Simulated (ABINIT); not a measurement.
Runs of ABINIT 10.8.3 (patched build) on HgTe (Coloradoite). The structure is cubic, space group F-43m (No. 216). Conventional cell: a = 6.429 Å, b = 6.429 Å, c = 6.429 Å, α = 90.00°, β = 90.00°, γ = 90.00°. Hg (site symmetry -43m) is surrounded by 4 Te at 2.78 Å. Te (site symmetry -43m) has 4 Hg at 2.78 Å as nearest neighbours. 

```tsv
task	level	potentials or basis	spin	cell	k mesh	cutoff (eV)	bands in the sums	broadening (eV)	scissor shift (eV)	tensor components	fine-grid cutoff	gap on the mesh (eV)	pressure (GPa)
single point	PBE	PseudoDojo NC SR PBE v0.4.1 standard	off	as given	5 × 5 × 5	925	-	-	-	-	-	none	(b)
single point	PBE	PseudoDojo NC SR PBE v0.4.1 standard	off	as given	5 × 5 × 5	1088	-	-	-	-	-	none	4.8
single point	PBEsol	PseudoDojo NC SR PBEsol v0.4.1 standard	off	as given	5 × 5 × 5	925	-	-	-	-	-	none	(a)
optical spectrum	PBEsol	PseudoDojo NC SR PBEsol v0.4.1 standard	off	as given	6 × 6 × 6, with 4 shifts	925	26	0.05	0	[11]	-	-	1.5
single point	PBEsol	JTH PAW PBE v2.0	off	cell relaxed	5 × 5 × 5	408	-	-	-	-	816.342 eV	none	-
optical spectrum	PBE	PseudoDojo NC SR PBE v0.4.1 standard	off	as given	6 × 6 × 6, with 4 shifts	925	26	0.05	0	[11]	-	-	4.3
single point	PBE	PseudoDojo NC FR PBE v0.4 standard	SOC, no magnetisation	as given	5 × 5 × 5	925	-	-	-	-	-	none	4.1
```

Alike in all rows: smearing fermi-dirac 0.05 eV.

Fill in the values left out.

(a) 1.7; (b) 4.5.

Caveats: the cutoff is short for stress, so the pressure is rough (some runs); the intraband (Drude) term is left out (some runs); spectra need much finer meshes, so this one isn't converged (some runs); independent-particle spectra lack excitons (some runs); the PAW data sets were made with another functional, which shifts forces and pressure a little (some runs).

A k mesh can miss the band edges, and rows without SOC leave out spin-orbit coupling on Hg, Te.

A gap of «none» marks a metal or a gap under the smearing width.

The runs don't all hold the same shells in valence.
